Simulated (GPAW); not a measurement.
Wanted: an ASE script for a GPAW 26.7.0 run.

| Quantity | Value |
| --- | --- |
| Task | single point |
| Functional | PBE |
| Potentials or basis | GPAW PAW data sets (gpaw-data 1.2.1) |
| Cutoff | 800 eV |
| Basis | pw |
| k mesh | 10 × 10 × 10 |
| Occupations | gaussian, width 0.05 eV |
| Spin | collinear spin, ferromagnetic start |
| Starting moments | [2.0, 0.0] μB |
| Maxiter | 150 |

The structure of CoO lies in POSCAR:

```
CoO
1.0
    1.6022198417      0.9250420569      2.5664708903
   -1.6022198417      0.9250420569      2.5664708903
    0.0000000000     -1.8500841138      2.5664708903
Co O
1 1
Direct
    0.9989783200      0.9989783200      0.9989783200
    0.7510210300      0.7510210300      0.7510210300
```

Measurements of this composition are mostly on another form, of space group No. 225.

One way to write it, as run:

run.py

```python
from ase.dft.bandgap import bandgap
from ase.io import read, write
from ase.units import GPa
from gpaw import GPAW, PW

atoms = read('POSCAR')
atoms.set_initial_magnetic_moments([2.0, 0.0])

calc = GPAW(mode=PW(800),
            xc='PBE',
            kpts={'size': (10, 10, 10), 'gamma': True},
            occupations={'name': 'methfessel-paxton', 'order': 0, 'width': 0.05},
            nbands=17,
            convergence={'density': 1e-05, 'energy': 1e-05},
            maxiter=150,
            txt='gpaw.txt')
atoms.calc = calc
energy = atoms.get_potential_energy()
forces = atoms.get_forces()
stress = atoms.get_stress()
calc.write('gs.gpw')
write('result.traj', atoms)
print(f'Energy: {energy:.6f} eV')
print('Forces (eV/A):')
print(forces.round(4))
print('Stress (GPa):', (stress / GPa).round(3))
print('Moments:', calc.get_magnetic_moments().round(3))
print('Fermi level:', round(calc.get_fermi_level(), 4), 'eV')
print(f'Gap: {bandgap(calc)[0]:.4f} eV, direct: {bandgap(calc, direct=True)[0]:.4f} eV')
```

Potentials or basis: GPAW PAW data sets (gpaw-data 1.2.1), pw.

Launch:

```sh
$ OMP_NUM_THREADS=1 python run.py
```

It gave:

- Pressure: 1.0 GPa
- Largest force: 0.300 eV/Å
- Band gap on the k mesh: none (metal or under the smearing width)
- Net moment: 2.77 μB per cell
- Site moments: Co +2.33; O +0.23 μB

Caveat: a cell with one magnetic atom can't hold antiferromagnetic order, which such compounds often take; semilocal functionals often make such compounds metallic where correlation or magnetic order opens a gap, which also shifts bond lengths.

It took 95 s on 1 thread of Intel(R) Xeon(R) Platinum 8488C (Sapphire Rapids), on a shared host, peak memory 0.25 GiB.
